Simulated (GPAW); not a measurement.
# Sn (Fd-3m) in GPAW: notebook

Runs on Sn. Level: GLLB-SC. Tasks: single point, eps q.

Everything below comes from runs of GPAW 26.7.0. Logs are shortened: lines on timing, memory, paths and dates and some standing lists are left out, and cuts for length are marked. The log counts tension as positive stress, the text compression.

## (1) The undisturbed crystal

The structure is cubic, space group Fd-3m (No. 227). Conventional cell: a = 6.467 Å, b = 6.467 Å, c = 6.467 Å, α = 90.00°, β = 90.00°, γ = 90.00°. Sn (site symmetry -43m) is surrounded by 4 Sn at 2.80 Å.

This isn't the form of Sn at room conditions, which is tetragonal (white tin).

## (2) Single point, GLLB-SC (volume scaled by 0.92)

Contents of run.py:

```python
import spglib
from ase import Atoms
from ase.dft.bandgap import bandgap
from ase.io import read, write
from gpaw import GPAW, PW

atoms = read('Sn.cif')
cell, positions, numbers = spglib.find_primitive(
    (atoms.cell[:], atoms.get_scaled_positions(), atoms.numbers), symprec=1e-4)
atoms = Atoms(numbers, cell=cell, scaled_positions=positions, pbc=True)

calc = GPAW(mode=PW(500),
            xc='GLLBSC',
            kpts={'size': (6, 6, 6), 'gamma': True},
            occupations={'name': 'fermi-dirac', 'width': 0.01},
            nbands=24,
            convergence={'density': 1e-05, 'energy': 1e-05},
            maxiter=150,
            txt='gpaw.txt')
atoms.calc = calc
energy = atoms.get_potential_energy()
calc.write('gs.gpw')
write('result.traj', atoms)
print('Fermi level:', round(calc.get_fermi_level(), 4), 'eV')
print(f'Gap: {bandgap(calc)[0]:.4f} eV, direct: {bandgap(calc, direct=True)[0]:.4f} eV')
```

Contents of Sn.cif:

```cif
data_Sn
_cell_length_a 6.28942616
_cell_length_b 6.28942616
_cell_length_c 6.28942616
_cell_angle_alpha 90.00000000
_cell_angle_beta 90.00000000
_cell_angle_gamma 90.00000000
_space_group_name_H-M_alt 'Fd-3m'
_space_group_name_Hall 'F 4d 2 3 -1d'
_space_group_IT_number 227
loop_
_space_group_symop_operation_xyz
'x,y,z'
'-y+1/4,x+1/4,z+1/4'
'-x,-y+1/2,z+1/2'
'y+3/4,-x+1/4,z+3/4'
'x,-y,-z'
'-y+1/4,-x+3/4,-z+3/4'
'-x,y+1/2,-z+1/2'
'y+3/4,x+3/4,-z+1/4'
'z,x,y'
'z+1/4,-y+1/4,x+1/4'
'z+1/2,-x,-y+1/2'
'z+3/4,y+3/4,-x+1/4'
'-z,x,-y'
'-z+3/4,-y+1/4,-x+3/4'
'-z+1/2,-x,y+1/2'
'-z+1/4,y+3/4,x+3/4'
'y,z,x'
'x+1/4,z+1/4,-y+1/4'
'-y+1/2,z+1/2,-x'
'-x+1/4,z+3/4,y+3/4'
'-y,-z,x'
'-x+3/4,-z+3/4,-y+1/4'
'y+1/2,-z+1/2,-x'
'x+3/4,-z+1/4,y+3/4'
'-x+1/4,-y+1/4,-z+1/4'
'y,-x,-z'
'x+1/4,y+3/4,-z+3/4'
'-y+1/2,x,-z+1/2'
'-x+1/4,y+1/4,z+1/4'
'y,x+1/2,z+1/2'
'x+1/4,-y+3/4,z+3/4'
'-y+1/2,-x+1/2,z'
'-z+1/4,-x+1/4,-y+1/4'
'-z,y,-x'
'-z+3/4,x+1/4,y+3/4'
'-z+1/2,-y+1/2,x'
'z+1/4,-x+1/4,y+1/4'
'z+1/2,y,x+1/2'
'z+3/4,x+1/4,-y+3/4'
'z,-y+1/2,-x+1/2'
'-y+1/4,-z+1/4,-x+1/4'
[... 89 lines left out ...]
'-z+1/4,x+1/4,y+1/4'
'-z,-y+1/2,x+1/2'
'z+3/4,-x+1/4,y+3/4'
'z,y,x'
'z+1/4,x+1/4,-y+1/4'
'z+1/2,-y+1/2,-x'
'-y+3/4,-z+1/4,-x+3/4'
'-x+1/2,-z,y+1/2'
'y+1/4,-z+3/4,x+3/4'
'x+1/2,-z+1/2,-y'
'y+3/4,z+1/4,-x+3/4'
'x,z+1/2,y+1/2'
'-y+1/4,z+3/4,x+3/4'
'-x,z,-y'
'x+1/2,y+1/2,z'
'-y+3/4,x+3/4,z+1/4'
'-x+1/2,-y,z+1/2'
'y+1/4,-x+3/4,z+3/4'
'x+1/2,-y+1/2,-z'
'-y+3/4,-x+1/4,-z+3/4'
'-x+1/2,y,-z+1/2'
'y+1/4,x+1/4,-z+1/4'
'z+1/2,x+1/2,y'
'z+3/4,-y+3/4,x+1/4'
'z,-x+1/2,-y+1/2'
'z+1/4,y+1/4,-x+1/4'
'-z+1/2,x+1/2,-y'
'-z+1/4,-y+3/4,-x+3/4'
'-z,-x+1/2,y+1/2'
'-z+3/4,y+1/4,x+3/4'
'y+1/2,z+1/2,x'
'x+3/4,z+3/4,-y+1/4'
'-y,z,-x'
'-x+3/4,z+1/4,y+3/4'
'-y+1/2,-z+1/2,x'
'-x+1/4,-z+1/4,-y+1/4'
'y,-z,-x'
'x+1/4,-z+3/4,y+3/4'
'-x+3/4,-y+3/4,-z+1/4'
'y+1/2,-x+1/2,-z'
'x+3/4,y+1/4,-z+3/4'
'-y,x+1/2,-z+1/2'
'-x+3/4,y+3/4,z+1/4'
'y+1/2,x,z+1/2'
'x+3/4,-y+1/4,z+3/4'
'-y,-x,z'
'-z+3/4,-x+3/4,-y+1/4'
'-z+1/2,y+1/2,-x'
'-z+1/4,x+3/4,y+3/4'
'-z,-y,x'
'z+3/4,-x+3/4,y+1/4'
'z,y+1/2,x+1/2'
'z+1/4,x+3/4,-y+3/4'
'z+1/2,-y,-x+1/2'
'-y+3/4,-z+3/4,-x+1/4'
'-x+1/2,-z+1/2,y'
'y+1/4,-z+1/4,x+1/4'
'x+1/2,-z,-y+1/2'
'y+3/4,z+3/4,-x+1/4'
'x,z,y'
'-y+1/4,z+1/4,x+1/4'
'-x,z+1/2,-y+1/2'
loop_
_atom_site_label
_atom_site_type_symbol
_atom_site_symmetry_multiplicity
_atom_site_Wyckoff_symbol
_atom_site_fract_x
_atom_site_fract_y
_atom_site_fract_z
_atom_site_occupancy
Sn1 Sn 8 a 0.2500000000 0.2500000000 0.2500000000 1
```

Potentials or basis: the program's PAW data sets (release 1.2.1) made for this functional, pw.

Launch:

```bash
$ OMP_NUM_THREADS=1 python run.py
```

gpaw.txt:

```text
___ ___ ___ _ _ _
 |   |   |_  | | | |
 | | | | | . | | | |
 |__ |  _|___|_____|  26.7.0
 |___|_|

Input parameters:
  convergence: {density: 1e-05,
                energy: 1e-05}
  kpts: {gamma: True,
         size: (6, 6, 6)}
  maxiter: 150
  mode: {ecut: 500.0,
         name: pw}
  nbands: 24
  occupations: {name: fermi-dirac,
                width: 0.01}
  xc: GLLBSC

System changes: positions, numbers, cell, pbc, initial_charges, initial_magmoms

Initialize ...

species:
  Sn:
    name:    Tin
    Z:       50.0
    valence: 14
    core:    36
    charge:  0.0  # [|e|]
    compensation charges:
      type: gauss
      rc: 0.38  # [Å]
      lmax: 2
    cutoffs:
      filter: 2.23  # [Å]
      core: 2.35  # [Å]
    projectors
    | kind |    occ | energy [eV] | rcut [Å] |
    |------|--------|-------------|----------|
    |   5s |  2.000 |     -11.581 |    1.201 |
    |   5p |  2.000 |      -5.035 |    1.270 |
    |   4d | 10.000 |     -27.256 |    1.185 |
    |    s |        |      15.630 |    1.201 |
    |    p |        |      22.176 |    1.270 |
    |    d |        |      -0.045 |    1.185 |

    Using partial waves for Sn as LCAO basis

Reference energy: -335871.353578  # eV

Spin-paired calculation

Convergence criteria:
 Maximum [total energy] change in last 3 cyles: 1e-05 eV / valence electron
 Maximum integral of absolute [dens]ity change: 1e-05 electrons / valence electron
 Maximum integral of absolute [eigenst]ate change: 4e-08 eV^2 / valence electron
 Maximum number of scf [iter]ations: 150
 (Square brackets indicate name in SCF output, whereas a 'c' in
 the SCF output indicates the quantity has converged.)

Symmetries present (total): 24

  ( 1  0  0)  ( 1  0  0)  ( 1  0 -1)  ( 1  0 -1)  ( 1 -1  0)  ( 1 -1  0)
  ( 0  1  0)  ( 0  0  1)  ( 0  1 -1)  ( 0  0 -1)  ( 0 -1  1)  ( 0 -1  0)
  ( 0  0  1)  ( 0  1  0)  ( 0  0 -1)  ( 0  1 -1)  ( 0 -1  0)  ( 0 -1  1)

  ( 0  1  0)  ( 0  1  0)  ( 0  1 -1)  ( 0  1 -1)  ( 0  0  1)  ( 0  0  1)
  ( 1  0  0)  ( 0  0  1)  ( 1  0 -1)  ( 0  0 -1)  ( 1  0  0)  ( 0  1  0)
  ( 0  0  1)  ( 1  0  0)  ( 0  0 -1)  ( 1  0 -1)  ( 0  1  0)  ( 1  0  0)

  ( 0  0 -1)  ( 0  0 -1)  ( 0 -1  1)  ( 0 -1  1)  ( 0 -1  0)  ( 0 -1  0)
  ( 1  0 -1)  ( 0  1 -1)  ( 1 -1  0)  ( 0 -1  0)  ( 1 -1  0)  ( 0 -1  1)
  ( 0  1 -1)  ( 1  0 -1)  ( 0 -1  0)  ( 1 -1  0)  ( 0 -1  1)  ( 1 -1  0)

  (-1  1  0)  (-1  1  0)  (-1  0  1)  (-1  0  1)  (-1  0  0)  (-1  0  0)
  (-1  0  1)  (-1  0  0)  (-1  1  0)  (-1  0  0)  (-1  1  0)  (-1  0  1)
  (-1  0  0)  (-1  0  1)  (-1  0  0)  (-1  1  0)  (-1  0  1)  (-1  1  0)

216 k-points: 6 x 6 x 6 Monkhorst-Pack grid + [1/12,1/12,1/12]
16 k-points in the irreducible part of the Brillouin zone
       k-points in crystal coordinates                weights
   0:     0.00000000    0.00000000    0.00000000          1/216
   1:     0.16666667    0.16666667    0.00000000          6/216
   2:     0.16666667    0.16666667    0.16666667          8/216
   3:     0.33333333    0.16666667    0.16666667         12/216
   4:     0.33333333    0.33333333   -0.33333333         12/216
   5:     0.33333333    0.33333333    0.00000000          6/216
   6:     0.33333333    0.33333333    0.16666667         24/216
   7:     0.33333333    0.33333333    0.33333333          8/216
   8:     0.50000000    0.33333333   -0.33333333         24/216
   9:     0.50000000    0.33333333   -0.16666667         12/216
          ...
  15:     0.50000000    0.50000000    0.50000000          4/216

Wave functions: Plane wave expansion
  Cutoff energy: 500.000 eV
  Number of coefficients (min, max): 1559, 1596
  Pulay-stress correction: 0.000000 eV/Ang^3 (de/decut=0.000000)
  Using FFTW library
  ScaLapack parameters: grid=1x1, blocksize=None
  Wavefunction extrapolation:
    Improved wavefunction reuse through dual PAW basis

Occupation numbers: Fermi-Dirac:
  width: 0.0100  # eV

Eigensolver
   Davidson(niter=2)

Densities:
  Coarse grid: 24*24*24 grid
  Fine grid: 48*48*48 grid
  Total Charge: 0.000000

Density mixing:
  Method: separate
  Backend: msr1
  Linear mixing parameter: 0.05
  old densities: 10
  Width of damping distribution: 1.1
  Damping of long wavelength oscillations: 20

Hamiltonian:
  XC and Coulomb potentials evaluated on a 48*48*48 grid
  Using the GLLBSC Exchange-Correlation functional
  External potential:
    NoExternalPotential

XC parameters: GLLBSC functional being used consists of
  -----------------------------------------------------------------------
  | Weight | Module     | Description                                   |
  -----------------------------------------------------------------------
  |  1.000 | SCREENING  | GGA_X_PBE_SOL with 2 nearest neighbor stencil |
  |  1.000 | RESPONSE   | eps=0.0500 eV                                 |
  |  1.000 | XC         | GGA_C_PBE_SOL with 2 nearest neighbor stencil |
  -----------------------------------------------------------------------

Number of atoms: 2
Number of atomic orbitals: 18
Number of bands in calculation: 24
Number of valence electrons: 28
Bands to converge: occupied

... initialized

Initializing position-dependent things.

Density initialized from atomic densities
Creating initial wave functions:
  18 bands from LCAO basis set
  6 bands from random numbers

            Sn

       Sn

Atomic positions and initial magnetic moments

Positions:
   0 Sn     1.572357    1.572357    1.572357    ( 0.0000,  0.0000,  0.0000)
   1 Sn     0.000000    0.000000    0.000000    ( 0.0000,  0.0000,  0.0000)

Unit cell:
           periodic     x           y           z      points  spacing
  1. axis:    yes    0.000000    3.144713    3.144713    24     0.1513
  2. axis:    yes    3.144713    0.000000    3.144713    24     0.1513
  3. axis:    yes    3.144713    3.144713    0.000000    24     0.1513

  Lengths:   4.447296   4.447296   4.447296
  Angles:   60.000000  60.000000  60.000000

Effective grid spacing dv^(1/3) = 0.1651

iter:   1    -9.119318
iter:   2    -9.567913   -1.19  -1.43
iter:   3    -9.318214   -1.42  -1.36
iter:   4    -9.844839   -1.79  -1.40
iter:   5    -9.144028   -2.11  -1.32
iter:   6    -9.005111   -3.06  -1.32
iter:   7    -8.790305   -1.95  -1.44
iter:   8    -8.798644   -3.15  -2.85
iter:   9    -8.785839   -4.85  -2.77
iter:  10    -8.785133   -4.00  -2.69
iter:  11    -8.795061   -4.04  -2.61
iter:  12    -8.796053   -4.90  -3.34
iter:  13    -8.796704   -5.98  -3.85
iter:  14    -8.795966   -6.82  -4.03
iter:  15    -8.795710   -8.43c -4.73
iter:  16    -8.795674   -9.06c -4.80
iter:  17    -8.795616c  -9.60c -5.17c

Converged after 17 iterations.

Dipole moment: (-4.008383, -4.008383, -4.008383) |e|*Ang

Energy contributions relative to reference atoms: (reference = -335871.353578)

Kinetic:        +41.004108
Potential:      -36.107708
External:        +0.000000
XC:             -13.602965
Entropy (-ST):   -0.000014
Local:           -0.089043
SIC:             +0.000000
--------------------------
Free energy:     -8.795623
Extrapolated:    -8.795616

GLLBSC response reference energy: 5.92042 eV (from HOMO)

Showing only first 2 kpts
 Kpt  Band  Eigenvalues  Occupancy
  0    12      5.92040    1.99151
  0    13      5.92040    1.99151
  0    14      6.01849    0.02545
  0    15      8.04493    0.00000

  1    12      4.71659    2.00000
  1    13      4.71659    2.00000
  1    14      7.22097    0.00000
  1    15      8.31863    0.00000

Fermi level: 5.97498

Gap: 0.098 eV
Transition (v -> c):
  (s=0, k=0, n=13, [0.00, 0.00, 0.00]) -> (s=0, k=0, n=14, [0.00, 0.00, 0.00])
No difference between direct/indirect transitions
Writing to gs.gpw (mode='')
```

Wall time 19 s (1 thread of Arm Neoverse V2, shared host); peak memory 0.16 GiB.

Results:

```
Band gap on the k mesh, Kohn-Sham part alone : 0.10 eV, direct
```

Levels at points of the mesh, in eV from the valence-band top:
```csv
k point,band 10,band 11,band 12,band 13,band 14,band 15,band 16,band 17,band 18,band 19
"(0.00, 0.00, 0.00)",-22.03,-11.28,0.00,0.00,0.00,0.10,2.12,2.12,2.12,5.07
"(0.50, 0.50, 0.00)",-21.95,-7.87,-7.87,-2.84,-2.84,0.68,0.68,8.33,8.33,10.03
"(0.50, 0.50, 0.50)",-21.98,-9.46,-6.71,-1.34,-1.34,0.20,3.21,3.21,5.55,8.92
```

Caveat: a model potential gives levels but no total energy; spin-orbit coupling is left out, which moves the levels of the heavy elements.

(Part 1 of 2 ends here.)
